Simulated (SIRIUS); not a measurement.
## Sb in SIRIUS: the effect of functional

Sb:

```
Sb
1.0
     2.15420    1.24373    3.75800
    -2.15420    1.24373    3.75800
     0.00000   -2.48746    3.75800
Sb
2
Cartesian
  0.0000 0.0000 8.6416
  0.0000 0.0000 2.6324
```

Alike in all runs:

```yaml
Program: SIRIUS 7.10.0
Task: single point
Potentials_or_basis: PseudoDojo 0.4.1 PBE standard (scalar relativistic)
Cutoff: 1102 eV
Density_cutoff: 4408 eV
k_mesh: 4 × 4 × 4
Occupations: fermi-dirac, width 0.05 eV
Spin: no spin polarisation
```

| functional | gap on the mesh (eV) | pressure (GPa) | largest force (eV/Å) |
| --- | --- | --- | --- |
| LDA | 0.06 | -1.0 | 0.21 |
| PBEsol | 0.07 | 0.1 | 0.11 |
| RPBE | 0.14 | 4.1 | 0.01 |
| revPBE | ? | ? | ? |
| BLYP | 0.18 | 6.9 | 0.06 |
| PW91 | 0.11 | 2.8 | 0.06 |
| AM05 | 0.08 | 0.2 | 0.15 |
| BP86 | 0.13 | 3.5 | 0.08 |
| XLYP | 0.19 | 7.5 | 0.06 |
| SOGGA | 0.05 | -0.9 | 0.10 |

Question: What does the run with functional revPBE give?

Answer: gap on the mesh 0.13 eV; pressure 3.7 GPa; largest force 0.02 eV/Å.

Caveats: all runs use coarse meshes; the potentials were made for another functional, which shifts forces and pressure; spin-orbit coupling is left out, which moves the levels of the heavy elements.

A k mesh can miss the band edges.

Runs at the PBE level aren't shown here.
